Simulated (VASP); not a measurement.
Here is a VASP 6.6.1 calculation.

File INCAR:

```
SYSTEM = CoO
PREC = Accurate ; ENCUT = 520
EDIFF = 1E-7 ; ISMEAR = 0
SIGMA = 0.05 ; LREAL = .False.
LASPH = .True. ; NELM = 150
ALGO = Fast ; ISIF = 2
LWAVE = .False. ; LCHARG = .True.
ISPIN = 2 ; MAGMOM = 2 0
LORBIT = 11 ; NUPDOWN = 4
LMAXMIX = 4 ; LDAU = .True.
LDAUTYPE = 2 ; LDAUL = 2 -1
LDAUU = 7 0 ; LDAUJ = 0 0
LDAUPRINT = 1 ; GGA = PE
LELF = .True. ; LVHAR = .True.
NBANDS = 18
```

The input KPOINTS:

```
Automatic mesh
0
Gamma
  7 7 7
  0 0 0
```

POSCAR

```
CoO
1.0
    2.5705263100      0.0000000000      0.0000000000
    0.0000000000      2.5705263100      0.0000000000
    0.0000000000      0.0000000000      2.5705263100
Co O
1 1
Direct
    0.0000000000      0.0000000000      0.0000000000
    0.5000000000      0.5000000000      0.5000000000
```

Potentials or basis: VASP PAW PBE potentials, release 64 (Co, O).

Run with:

```bash
$ cat potpaw_PBE.64/Co/POTCAR potpaw_PBE.64/O/POTCAR > POTCAR
$ mpirun -np 1 vasp_std > vasp.out
```

(1) What does it give for the pressure?

## Answers

(1) 65.3 GPa.

Caveat: the moment is held away from its start; a pressure of tens of GPa on the cell as given is suspect, and the run, the potentials or the cell itself is likely at fault; the total moment is fixed, so each spin has its own Fermi level; a cell with one magnetic atom can't hold antiferromagnetic order, which such compounds often take.
